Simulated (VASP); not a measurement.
# TiB2 (P6/mmm) in VASP: notebook

One crystal, TiB2, is run at these levels: PBE; tasks: single point.

Program: VASP 6.6.1. These are calculated values, not measurements. Logs are shortened: lines on timing, memory, paths and dates and some standing lists are left out, and cuts for length are marked.

### Step 1. Starting point

Symmetry: P6/mmm, No. 191, hexagonal system. The conventional cell has a = 3.029 Å, b = 3.029 Å, c = 3.228 Å, α = 90.00°, β = 90.00°, γ = 120.00°. Ti (site symmetry 6/mmm) has 12 B at 2.38 Å as nearest neighbours. B (site symmetry -6m2) has 3 B at 1.75 Å as nearest neighbours.

### Step 2. Single point, PBE

INCAR

```
SYSTEM = TiB2
PREC = Accurate
ENCUT = 520
EDIFF = 1E-7
ISMEAR = 0
SIGMA = 0.1
LREAL = .False.
LASPH = .True.
NELM = 80
ALGO = Normal
ISIF = 2
LWAVE = .False.
LCHARG = .False.
GGA = PE
NBANDS = 16
```

KPOINTS

```
Automatic mesh
0
Gamma
  3 3 4
  0 0 0
```

POSCAR

```
TiB2
1.0
    3.0292000000      0.0000000000      0.0000000000
   -1.5146000000      2.6233641500      0.0000000000
    0.0000000000      0.0000000000      3.2284000000
Ti B
1 2
Direct
    0.0000000000      0.0000000000      0.0000000000
    0.3333333300      0.6666666700      0.5000000000
    0.6666666700      0.3333333300      0.5000000000
```

Potentials or basis: VASP PAW PBE potentials, release 64 (Ti_sv, B).

Started as:

```console
> cat potpaw_PBE.64/Ti_sv/POTCAR potpaw_PBE.64/B/POTCAR > POTCAR
> mpirun -np 1 vasp_std > vasp.out
```

OUTCAR:

```text
SYSTEM = TiB2
   PREC = Accurate
   ENCUT = 520
   EDIFF = 1E-7
   ISMEAR = 0
   LREAL = .False.
   LASPH = .True.
   NELM = 80
   ISIF = 2
   GGA = PE

 ion  position               nearest neighbor table
   1  0.000  0.000  0.000-   2 2.38   3 2.38   2 2.38   3 2.38   2 2.38   2 2.38   3 2.38   3 2.38
                             3 2.38   3 2.38   2 2.38   2 2.38
   2  0.333  0.667  0.500-   3 1.75   3 1.75   3 1.75   1 2.38   1 2.38   1 2.38   1 2.38   1 2.38
                             1 2.38
   3  0.667  0.333  0.500-   2 1.75   2 1.75   2 1.75   1 2.38   1 2.38   1 2.38   1 2.38   1 2.38
                             1 2.38

  LATTYP: Found a hexagonal cell.
 ALAT       =     3.0292000000
 C/A-ratio  =     1.0657599366

  Lattice vectors:

 A1 = (   3.0292000000,   0.0000000000,   0.0000000000)
 A2 = (  -1.5146000000,   2.6233641500,   0.0000000000)
 A3 = (   0.0000000000,   0.0000000000,   3.2284000000)

Analysis of symmetry for initial positions (statically):
=====================================================================
 Subroutine PRICEL returns:
 Original cell was already a primitive cell.

 Routine SETGRP: Setting up the symmetry group for a
 hexagonal supercell.

 Subroutine GETGRP returns: Found 24 space group operations
 (whereof 24 operations were pure point group operations)
 out of a pool of 24 trial point group operations.

The static configuration has the point symmetry D_6h.

Analysis of symmetry for dynamics (positions and initial velocities):
=====================================================================
 Subroutine PRICEL returns:
 Original cell was already a primitive cell.

 Routine SETGRP: Setting up the symmetry group for a
 hexagonal supercell.

 Subroutine GETGRP returns: Found 24 space group operations
 (whereof 24 operations were pure point group operations)
 out of a pool of 24 trial point group operations.

The dynamic configuration has the point symmetry D_6h.

 Subroutine INISYM returns: Found 24 space group operations
 (whereof 24 operations are pure point group operations),
 and found     1 'primitive' translations

----------------------------------------------------------------------------------------

                                     Primitive cell

  volume of cell :      25.6551

  direct lattice vectors                    reciprocal lattice vectors
     3.029200000  0.000000000  0.000000000     0.330120164  0.190594966  0.000000000
    -1.514600000  2.623364150  0.000000000     0.000000000  0.381189931  0.000000000
     0.000000000  0.000000000  3.228400000     0.000000000  0.000000000  0.309750960

  length of vectors
     3.029200000  3.029199997  3.228400000     0.381189931  0.381189931  0.309750960

  position of ions in fractional coordinates (direct lattice)
     0.000000000  0.000000000  0.000000000
     0.333333330  0.666666670  0.500000000
     0.666666670  0.333333330  0.500000000

  ion indices of the primitive-cell ions
   primitive index   ion index
                 1           1
                 2           2
                 3           3

----------------------------------------------------------------------------------------

 KPOINTS: Automatic mesh

Automatic generation of k-mesh.
 Grid dimensions read from file:
 generate k-points for:    3    3    4

 Generating k-lattice:

  Cartesian coordinates                     Fractional coordinates (reciprocal lattice)
     0.110040055  0.063531655  0.000000000     0.333333333  0.000000000  0.000000000
     0.000000000  0.127063310  0.000000000     0.000000000  0.333333333  0.000000000
     0.000000000  0.000000000  0.077437740     0.000000000  0.000000000  0.250000000

  Length of vectors
     0.127063310  0.127063310  0.077437740

  Shift w.r.t. Gamma in fractional coordinates (k-lattice)
     0.000000000  0.000000000  0.000000000

 Subroutine IBZKPT returns following result:
 ===========================================

 Found      9 irreducible k-points:

 Following reciprocal coordinates:
            Coordinates               Weight
  0.000000  0.000000  0.000000      1.000000
  0.333333  0.000000  0.000000      6.000000
  0.333333  0.333333  0.000000      2.000000
  0.000000  0.000000  0.250000      2.000000
  0.333333  0.000000  0.250000     12.000000
  0.333333  0.333333  0.250000      4.000000
  0.000000  0.000000  0.500000      1.000000
  0.333333  0.000000  0.500000      6.000000
  0.333333  0.333333  0.500000      2.000000
   k-points           NKPTS =      9   k-points in BZ     NKDIM =      9   number of bands    NBANDS=     16
   number of dos      NEDOS =    301   number of ions     NIONS =      3
   total plane-waves  NPLWV =  13824
   dimension x,y,z NGX =    24 NGY =   24 NGZ =   24
   dimension x,y,z NGXF=    48 NGYF=   48 NGZF=   48
   ions per type =               1   2
   NGX,Y,Z   is equivalent  to a cutoff of  13.17, 13.17, 12.36 a.u.
   NGXF,Y,Z  is equivalent  to a cutoff of  26.34, 26.34, 24.72 a.u.
 SYSTEM =  TiB2
   PREC   = accura    normal or accurate (medium, high low for compatibility)
   ISTART =      0    job   : 0-new  1-cont  2-samecut
   ICHARG =      2    charge: 1-file 2-atom 10-const
   ISPIN  =      1    spin polarized calculation?
   LNONCOLLINEAR =      F non collinear calculations
   LSORBIT =      F    spin-orbit coupling
   LASPH  =      T    aspherical Exc in radial PAW
   ENCUT  =  520.0 eV  38.22 Ry    6.18 a.u.   5.63  5.63  6.00*2*pi/ulx,y,z
   NELM   =     80;   NELMIN=  2; NELMDL= -5     # of ELM steps
   EDIFF  = 0.1E-06   stopping-criterion for ELM
   LREAL  =      F    real-space projection
   EDIFFG = 0.1E-05   stopping-criterion for IOM
   NSW    =      0    number of steps for IOM
   IBRION =     -1    ionic relax: 0-MD 1-quasi-New 2-CG
   NFREE  =      0    steps in history (QN), initial steepest desc. (CG)
   ISIF   =      2    stress and relaxation
   ISYM   =      2    0-nonsym 1-usesym 2-fastsym
   POTIM  = 0.5000    time-step for ionic-motion
   TEBEG  =    0.0;   TEEND  =   0.0 temperature during run
   PSTRESS=    0.0 pullay stress
   NELECT =      18.0000    total number of electrons
   NUPDOWN=      -1.0000    fix difference up-down
   EMIN   =  10.00;   EMAX   =-10.00  energy-range for DOS
   EFERMI =   0.00;   METHOD = LEGACY
   ISMEAR =     0;   SIGMA  =   0.10  broadening in eV -4-tet -1-fermi 0-gaus
   EFERMI_NEDOS =   21; number of points for ismear=-14 and -15
   IALGO  =     38    algorithm
   IMIX   =      4    mixing-type and parameters
     AMIX     =   0.40;   BMIX     =  1.00
     AMIX_MAG =   1.60;   BMIX_MAG =  1.00
  volume/ion in A,a.u.               =       8.55        57.71
  Fermi-wavevector in a.u.,A,eV,Ry     =   1.454703  2.748990 28.792122  2.116161
  Thomas-Fermi vector in A             =   2.571823
   LORBIT       =      0    0 simple, 1 ext, 2 COOP (PROOUT), +10 PAW based schemes
   GGA     = PE    functional components
   LHFCALC =     F    Hartree Fock is set to
   AEXX    =    0.0000 exact exchange contribution
   IVDW    =     0    specifies the selected vdW correction
   LEPSILON=     F    determine dielectric tensor
   LRPA    =     F    only Hartree local field effects (RPA)
 non-spin polarized calculation
 Gauss-broadening in eV      SIGMA  =   0.10
  energy-cutoff  :      520.00
  volume of cell :       25.66
 maximum number of plane-waves:       721
 NGX is ok and might be reduce to    24
   NGX = 11   NGY = 11   NGZ = 13

 number of electron      18.0000002 magnetization

 Free energy of the ion-electron system (eV)
  ---------------------------------------------------
  ext. energy  EPLUGINS =         0.00000000
  ---------------------------------------------------
  free energy    TOTEN  =       -24.46653020 eV

  energy without entropy =      -24.46156656  energy(sigma->0) =      -24.46404838

 E-fermi :  10.3097     XC(G=0): -12.7661

 val. band max:        9.7941725719   @ k =   0.0000   0.0000   0.5000
 cond. band min:      10.3494653240   @ k =   0.0000   0.0000   0.2500
 fundamental gap:      0.5552927521
 Fermi energy:        10.3096719003

 k-point     1 :       0.0000    0.0000    0.0000
  band No.  band energies     occupation
      1     -47.0441      2.00000
      2     -23.3813      2.00000
      3     -23.0831      2.00000
      4     -23.0831      2.00000
      5      -3.4679      2.00000
      6       7.4142      2.00000
      7       7.4142      2.00000
      8       7.6975      2.00000
      9       7.8428      2.00000
     10      11.8244      0.00000
     11      11.8244      0.00000
     12      13.6313      0.00000
     13      13.6313      0.00000
     14      15.8226      0.00000
     15      15.8226      0.00000
     16      16.9414      0.00000

 k-point     2 :       0.3333    0.0000    0.0000
  band No.  band energies     occupation
      1     -47.0034      2.00000
      2     -23.3866      2.00000
      3     -23.3298      2.00000
      4     -23.1528      2.00000
      5      -1.4622      2.00000
      6       3.3965      2.00000
      7       6.9031      2.00000
      8       6.9956      2.00000
      9       7.9889      2.00000
     10      11.4055      0.00000
     11      12.3057      0.00000
     12      12.4652      0.00000
     13      13.5389      0.00000
     14      17.0672      0.00000
     15      17.3637      0.00000
     16      18.9064      0.00000

 k-point     3 :       0.3333    0.3333    0.0000
  band No.  band energies     occupation
      1     -46.9830      2.00000
      2     -23.3626      2.00000
      3     -23.3626      2.00000
      4     -23.3040      2.00000
      5       1.7218      2.00000
      6       1.7218      2.00000
      7       2.7040      2.00000
      8       8.1211      2.00000
      9       8.1211      2.00000
     10      11.3167      0.00000
     11      11.3167      0.00000
     12      11.9436      0.00000
     13      16.8953      0.00000
     14      16.8953      0.00000
     15      20.1292      0.00000
     16      20.1292      0.00000

 k-point     4 :       0.0000    0.0000    0.2500
  band No.  band energies     occupation
      1     -47.0368      2.00000
      2     -23.4804      2.00000
      3     -23.0750      2.00000
      4     -23.0750      2.00000
      5      -2.6960      2.00000
      6       4.4694      2.00000
      7       8.0625      2.00000
      8       8.0625      2.00000
      9      10.3495      0.57360
     10      10.5777      0.00015
     11      10.5777      0.00015
     12      12.3681      0.00000
     13      12.3681      0.00000
     14      16.7506      0.00000
     15      18.0813      0.00000
     16      18.0813      0.00000

 k-point     5 :       0.3333    0.0000    0.2500
  band No.  band energies     occupation
      1     -46.9965      2.00000
      2     -23.4202      2.00000
      3     -23.3721      2.00000
      4     -23.1428      2.00000
      5      -0.9982      2.00000
      6       3.5022      2.00000
      7       5.9809      2.00000
      8       6.3923      2.00000
      9       8.1113      2.00000
     10      11.5668      0.00000
     11      11.6925      0.00000
     12      13.3293      0.00000
     13      14.0792      0.00000
     14      15.7065      0.00000
     15      18.0556      0.00000
     16      21.6841      0.00000

 k-point     6 :       0.3333    0.3333    0.2500
  band No.  band energies     occupation
      1     -46.9762      2.00000
      2     -23.3891      2.00000
      3     -23.3487      2.00000
      4     -23.3487      2.00000
      5       1.6054      2.00000
      6       1.6054      2.00000
      7       3.4499      2.00000
      8       7.3113      2.00000
      9       7.3113      2.00000
     10      12.2187      0.00000
     11      12.6479      0.00000
     12      12.6479      0.00000
     13      15.7361      0.00000
     14      15.7361      0.00000
     15      19.0183      0.00000
     16      21.0347      0.00000

 k-point     7 :       0.0000    0.0000    0.5000
  band No.  band energies     occupation
      1     -47.0296      2.00000
      2     -23.5778      2.00000
      3     -23.0671      2.00000
      4     -23.0671      2.00000
      5      -1.5392      2.00000
      6       2.3810      2.00000
      7       9.5187      2.00000
      8       9.5187      2.00000
      9       9.7942      2.00000
     10       9.7942      2.00000
     11      10.3659      0.42610
     12      10.3659      0.42610
     13      11.5867      0.00000
     14      16.5751      0.00000
     15      19.8281      0.00000
     16      20.2673      0.00000

 k-point     8 :       0.3333    0.0000    0.5000
  band No.  band energies     occupation
      1     -46.9895      2.00000
      2     -23.5081      2.00000
      3     -23.3587      2.00000
      4     -23.1327      2.00000
      5      -0.4999      2.00000
      6       4.0277      2.00000
      7       4.7321      2.00000
      8       5.9063      2.00000
      9       7.8309      2.00000
     10      12.0552      0.00000
     11      12.1943      0.00000
     12      13.2400      0.00000
     13      13.9952      0.00000
     14      16.7982      0.00000
     15      16.8637      0.00000
     16      22.7804      0.00000

 k-point     9 :       0.3333    0.3333    0.5000
  band No.  band energies     occupation
      1     -46.9694      2.00000
      2     -23.4731      2.00000
      3     -23.3346      2.00000
      4     -23.3346      2.00000
      5       1.4787      2.00000
      6       1.4787      2.00000
      7       4.3308      2.00000
      8       6.8190      2.00000
      9       6.8190      2.00000
     10      12.4404      0.00000
     11      14.1785      0.00000
     12      14.1785      0.00000
     13      14.4317      0.00000
     14      14.4317      0.00000
     15      16.9162      0.00000
     16      21.3720      0.00000

------------------------ aborting loop because EDIFF is reached ----------------------------------------

  FORCE on cell =-STRESS in cart. coord.  units (eV):
  Direction    XX          YY          ZZ          XY          YZ          ZX
  --------------------------------------------------------------------------------------
  -------------------------------------------------------------------------------------
  Total        0.1863326      0.1863326     -0.5911541      0.0000000     -0.0000000      0.0000000
  in kB       11.6365883     11.6365883    -36.9179387      0.0000000     -0.0000000      0.0000000
  external PRESSURE =      -4.5482541 kB  Pullay stress =       0.0000000 kB

 VOLUME and BASIS-vectors are now :
 -----------------------------------------------------------------------------
  energy-cutoff  :      520.00
  volume of cell :       25.66
      direct lattice vectors                 reciprocal lattice vectors
     3.029200000  0.000000000  0.000000000     0.330120164  0.190594966  0.000000000
    -1.514600000  2.623364150  0.000000000     0.000000000  0.381189931  0.000000000
     0.000000000  0.000000000  3.228400000     0.000000000  0.000000000  0.309750960

 POSITION                                       TOTAL-FORCE (eV/Angst)
 -----------------------------------------------------------------------------------
      0.00000      0.00000      0.00000        -0.000000      0.000000      0.000000
     -0.00000      1.74891      1.61420        -0.000000      0.000000      0.000000
      1.51460      0.87445      1.61420         0.000000      0.000000     -0.000000
 -----------------------------------------------------------------------------------
    total drift:                                0.000000     -0.000000     -0.000000

  FREE ENERGIE OF THE ION-ELECTRON SYSTEM (eV)
  ---------------------------------------------------
  free  energy   TOTEN  =       -24.4665302013 eV

  energy  without entropy=      -24.4615665605  energy(sigma->0) =      -24.46404838
```

Wall time 3.8 s (1 thread of Intel Xeon Platinum 8488C (Sapphire Rapids), shared host); peak memory 0.13 GiB.

Results:

| Quantity | Value |
| --- | --- |
| Free energy | -24.4665 eV |
| Pressure | -0.5 GPa |
| Band gap on the k mesh | none (metal or under the smearing width) |

Caveat: the k mesh is coarse (spacing up to 0.80 Å⁻¹), so the values aren't converged.

### Step 3. Single point, PBE

INCAR is that of step 2.

KPOINTS

```
Automatic mesh
0
Gamma
  6 6 4
  0 0 0
```

POSCAR is that of step 2.

Potentials or basis: VASP PAW PBE potentials, release 64 (Ti_sv, B).

Started as:

```console
> cat potpaw_PBE.64/Ti_sv/POTCAR potpaw_PBE.64/B/POTCAR > POTCAR
> mpirun -np 1 vasp_std > vasp.out
```

OUTCAR:

```text
SYSTEM = TiB2
   PREC = Accurate
   ENCUT = 520
   EDIFF = 1E-7
   ISMEAR = 0
   LREAL = .False.
   LASPH = .True.
   NELM = 80
   ISIF = 2
   GGA = PE

 ion  position               nearest neighbor table
   1  0.000  0.000  0.000-   2 2.38   3 2.38   2 2.38   3 2.38   2 2.38   2 2.38   3 2.38   3 2.38
                             3 2.38   3 2.38   2 2.38   2 2.38
   2  0.333  0.667  0.500-   3 1.75   3 1.75   3 1.75   1 2.38   1 2.38   1 2.38   1 2.38   1 2.38
                             1 2.38
   3  0.667  0.333  0.500-   2 1.75   2 1.75   2 1.75   1 2.38   1 2.38   1 2.38   1 2.38   1 2.38
                             1 2.38

[... 594 lines left out ...]
  --------------------------------------------------------------------------------------
  -------------------------------------------------------------------------------------
  Total        0.3729116      0.3729116     -0.4511165      0.0000000      0.0000000      0.0000000
  in kB       23.2885570     23.2885570    -28.1725024      0.0000000      0.0000000      0.0000000
  external PRESSURE =       6.1348706 kB  Pullay stress =       0.0000000 kB

 VOLUME and BASIS-vectors are now :
 -----------------------------------------------------------------------------
  energy-cutoff  :      520.00
  volume of cell :       25.66
      direct lattice vectors                 reciprocal lattice vectors
     3.029200000  0.000000000  0.000000000     0.330120164  0.190594966  0.000000000
    -1.514600000  2.623364150  0.000000000     0.000000000  0.381189931  0.000000000
     0.000000000  0.000000000  3.228400000     0.000000000  0.000000000  0.309750960

 POSITION                                       TOTAL-FORCE (eV/Angst)
 -----------------------------------------------------------------------------------
      0.00000      0.00000      0.00000        -0.000000      0.000000     -0.000000
     -0.00000      1.74891      1.61420        -0.000000      0.000000     -0.000000
      1.51460      0.87445      1.61420         0.000000     -0.000000      0.000000
 -----------------------------------------------------------------------------------
    total drift:                               -0.000000     -0.000000     -0.000000

  FREE ENERGIE OF THE ION-ELECTRON SYSTEM (eV)
  ---------------------------------------------------
  free  energy   TOTEN  =       -24.3934331150 eV

  energy  without entropy=      -24.3905594353  energy(sigma->0) =      -24.39199628
```

It took 5.2 s on 1 thread of Intel Xeon Platinum 8488C (Sapphire Rapids), shared host; peak memory 0.13 GiB.

What came out:

| Property | Result |
| --- | --- |
| Free energy | -24.3934 eV |
| Pressure | 0.6 GPa |
| Band gap on the k mesh | none (metal or under the smearing width) |

Caveat: the k mesh is coarse (spacing up to 0.49 Å⁻¹), so the values aren't converged.

### Step 4. Single point, PBE

INCAR is that of step 3.

KPOINTS

```
Automatic mesh
0
Gamma
  9 9 6
  0 0 0
```

POSCAR is that of step 3.

Started as:

```console
> cat potpaw_PBE.64/Ti_sv/POTCAR potpaw_PBE.64/B/POTCAR > POTCAR
> mpirun -np 1 vasp_std > vasp.out
```

It took 9.1 s on 1 thread of Intel Xeon Platinum 8488C (Sapphire Rapids), shared host; peak memory 0.15 GiB.

It converged, with:

- Free energy: -24.4294 eV
- Pressure: 0.4 GPa
- Band gap on the k mesh: none (metal or under the smearing width)

Stress tensor (GPa, compression positive):
```
 0.91  0.00  0.00
 0.00  0.91  0.00
 0.00  0.00 -0.58
```

Levels at points of the mesh, in eV from the Fermi level:
| k point | band 5 | band 6 | band 7 | band 8 | band 9 | band 10 | band 11 | band 12 | band 13 | band 14 |
| --- | --- | --- | --- | --- | --- | --- | --- | --- | --- | --- |
| (0.00, 0.00, 0.00) | -13.56 | -2.66 | -2.66 | -2.39 | -2.17 | 1.83 | 1.83 | 3.59 | 3.59 | 5.71 |
| (0.00, 0.00, 0.50) | -11.65 | -7.67 | -0.61 | -0.61 | -0.23 | -0.23 | 0.38 | 0.38 | 1.58 | 6.50 |

(Part 1 of 2 ends here.)
